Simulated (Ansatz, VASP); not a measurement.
**One calculation of Cu, two programs**

```
Cu
1.0
     0.00000    1.79591    1.79591
     1.79591    0.00000    1.79591
     1.79591    1.79591    0.00000
Cu
1
Cartesian
  0.0000 0.0000 0.0000
```

Alike in both runs: functional r2SCAN; k mesh 20 × 20 × 20; occupations gaussian, width 0.1 eV; no spin polarisation.

Ansatz relaxed the structure, and its values are those at the end. VASP's run is a single point on that final structure, the one shown.

```csv
,VASP,Ansatz
version,VASP 6.6.1,Ansatz 0.2.0
potentials or method,"VASP PAW PBE potentials, release 64 (Cu)","scalar-relativistic, plane waves, PAW"
plane-wave cutoff (eV),520,500
valence electrons in the cell,11,19
```

```csv
,VASP,Ansatz,Ansatz less VASP
gap on the k mesh at the Fermi level (eV),none,none,-
pressure (GPa),-1.5,-2.0,-0.47
```

A gap of «none» marks a metal or a gap that the smearing closes. The two sets of potentials don't hold the same shells in valence.

Caveats: the PAW data sets were made with another functional, which shifts forces and pressure a little (VASP).
